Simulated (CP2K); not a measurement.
Wanted: the native input for a CP2K 2026.2 run.

- Task: band structure
- Functional: r2SCAN
- Potentials or basis: POTENTIAL_UZH Ta GTH-SCAN-q13, S GTH-SCAN-q6; TZVP-MOLOPT-SCAN-GTH basis
- Density cutoff: 9184 eV
- k mesh: 9 × 9 × 5
- Occupations: fermi-dirac, width 0.05 eV
- Spin: no spin polarisation
- SCF solver: diagonalisation with k points
- Quickstep method: GPW
- EPS_DEFAULT: 1.0E-10
- EPS_SCF: 1.0E-6
- MAX_SCF: 100
- SCF_GUESS: ATOMIC
- k points reduced by the point group: yes
- Mesh centred on Gamma: yes
- CHOLESKY: OFF
- EPS_EIGVAL: 1.0E-7
- MIXING METHOD: BROYDEN_MIXING
- MIXING ALPHA: 0.4
- NBUFFER: 8
- NGRIDS: 4
- Basis sets: Ta TZVP-MOLOPT-SCAN-GTH-q13, S TZVP-MOLOPT-SCAN-GTH-q6
- Potentials: Ta GTH-SCAN-q13 of POTENTIAL_UZH, S GTH-SCAN-q6 of POTENTIAL_UZH
- ADDED_MOS: [15]
- Points a segment of the path (NPOINTS): 6
- Bands added on the path: 4
- REL_CUTOFF (Ry): 60 Ry
- MIXING BETA (1/bohr): 1.5 1/bohr
- CUTOFF of the grids: 675 Ry

TaS2:

```
Ta S
1.0
     3.35000    0.00000    0.00000
    -1.67500    2.90119    0.00000
     0.00000    0.00000    5.86000
Ta S
1 2
Direct
  0.00000 0.00000 0.00000
  0.66667 0.33333 0.75000
  0.33333 0.66667 0.25000
```

One way to write it, as run:

tas2_bands.inp

```
&GLOBAL
  PROJECT tas2_bands
  RUN_TYPE ENERGY_FORCE
  PRINT_LEVEL LOW
&END GLOBAL
&FORCE_EVAL
  METHOD QS
  STRESS_TENSOR ANALYTICAL
  &DFT
    BASIS_SET_FILE_NAME BASIS_MOLOPT_UZH
    POTENTIAL_FILE_NAME POTENTIAL_UZH
    &MGRID
      CUTOFF 675
      REL_CUTOFF 60
      NGRIDS 4
    &END MGRID
    &QS
      METHOD GPW
      EPS_DEFAULT 1.0E-10
    &END QS
    &KPOINTS
      SCHEME MONKHORST-PACK 9 9 5
      GAMMA_CENTERED T
      SYMMETRY T
      SYMMETRY_BACKEND SPGLIB
    &END KPOINTS
    &SCF
      SCF_GUESS ATOMIC
      EPS_SCF 1.0E-6
      MAX_SCF 100
      ADDED_MOS 15
      CHOLESKY OFF
      EPS_EIGVAL 1.0E-7
      &DIAGONALIZATION ON
        ALGORITHM STANDARD
      &END DIAGONALIZATION
      &MIXING ON
        METHOD BROYDEN_MIXING
        ALPHA 0.4
        BETA 1.5
        NBUFFER 8
      &END MIXING
      &SMEAR ON
        METHOD FERMI_DIRAC
        ELECTRONIC_TEMPERATURE [K] 580.226
      &END SMEAR
    &END SCF
    &XC
      &XC_FUNCTIONAL
        &MGGA_X_R2SCAN
        &END MGGA_X_R2SCAN
        &MGGA_C_R2SCAN
        &END MGGA_C_R2SCAN
      &END XC_FUNCTIONAL
    &END XC
    &PRINT
      &KPOINTS ON
      &END KPOINTS
      &MULLIKEN ON
      &END MULLIKEN
      &MO ON
        ENERGIES T
        OCCUPATION_NUMBERS T
        &EACH
          QS_SCF 0
        &END EACH
        ADD_LAST NUMERIC
      &END MO
      &BAND_STRUCTURE
        FILE_NAME bands.bs
        ADDED_MOS 4
        &KPOINT_SET
          UNITS B_VECTOR
          NPOINTS 6
          SPECIAL_POINT GAMMA 0.00000000 0.00000000 0.00000000
          SPECIAL_POINT M 0.50000000 0.00000000 0.00000000
          SPECIAL_POINT K 0.33333333 0.33333333 0.00000000
          SPECIAL_POINT GAMMA 0.00000000 0.00000000 0.00000000
          SPECIAL_POINT A 0.00000000 0.00000000 0.50000000
          SPECIAL_POINT L 0.50000000 0.00000000 0.50000000
          SPECIAL_POINT H 0.33333333 0.33333333 0.50000000
          SPECIAL_POINT A 0.00000000 0.00000000 0.50000000
        &END KPOINT_SET
        &KPOINT_SET
          UNITS B_VECTOR
          NPOINTS 6
          SPECIAL_POINT L 0.50000000 0.00000000 0.50000000
          SPECIAL_POINT M 0.50000000 0.00000000 0.00000000
        &END KPOINT_SET
        &KPOINT_SET
          UNITS B_VECTOR
          NPOINTS 6
          SPECIAL_POINT K 0.33333333 0.33333333 0.00000000
          SPECIAL_POINT H 0.33333333 0.33333333 0.50000000
        &END KPOINT_SET
      &END BAND_STRUCTURE
    &END PRINT
  &END DFT
  &SUBSYS
    &CELL
      A 3.3500000000 0.0000000000 0.0000000000
      B -1.6750000000 2.9011851027 0.0000000000
      C 0.0000000000 0.0000000000 5.8600000000
      PERIODIC XYZ
    &END CELL
    &COORD
      SCALED
      Ta  0.0000000000 0.0000000000 0.0000000000
      S   0.6666666667 0.3333333333 0.7500000000
      S   0.3333333333 0.6666666667 0.2500000000
    &END COORD
    &KIND Ta
      BASIS_SET TZVP-MOLOPT-SCAN-GTH-q13
      POTENTIAL GTH-SCAN-q13
    &END KIND
    &KIND S
      BASIS_SET TZVP-MOLOPT-SCAN-GTH-q6
      POTENTIAL GTH-SCAN-q6
    &END KIND
    &PRINT
      &ATOMIC_COORDINATES ON
      &END ATOMIC_COORDINATES
      &CELL ON
      &END CELL
    &END PRINT
  &END SUBSYS
  &PRINT
    &FORCES ON
    &END FORCES
    &STRESS_TENSOR ON
    &END STRESS_TENSOR
  &END PRINT
&END FORCE_EVAL
```

Potentials or basis: POTENTIAL_UZH Ta GTH-SCAN-q13, S GTH-SCAN-q6; TZVP-MOLOPT-SCAN-GTH basis.

The run is started by

```sh
$ OMP_NUM_THREADS=1 cp2k.psmp -i tas2_bands.inp -o tas2_bands.out
```

It gave:

```yaml
Pressure: 6.0 GPa
Largest_force: 0.784 eV/Å
Band_gap_on_the_k_mesh: none (metal or under the smearing width)
Mulliken_charges: Ta +0.37; S -0.19 e
```

Caveat: Mulliken charges move with the basis; spin-orbit coupling is left out, which moves the levels of the heavy elements; the basis of atomic orbitals isn't converged, which shifts pressures, moduli and gaps.

It took 99 s on 1 thread of Arm Neoverse V2, on a shared host, peak memory 0.42 GiB.
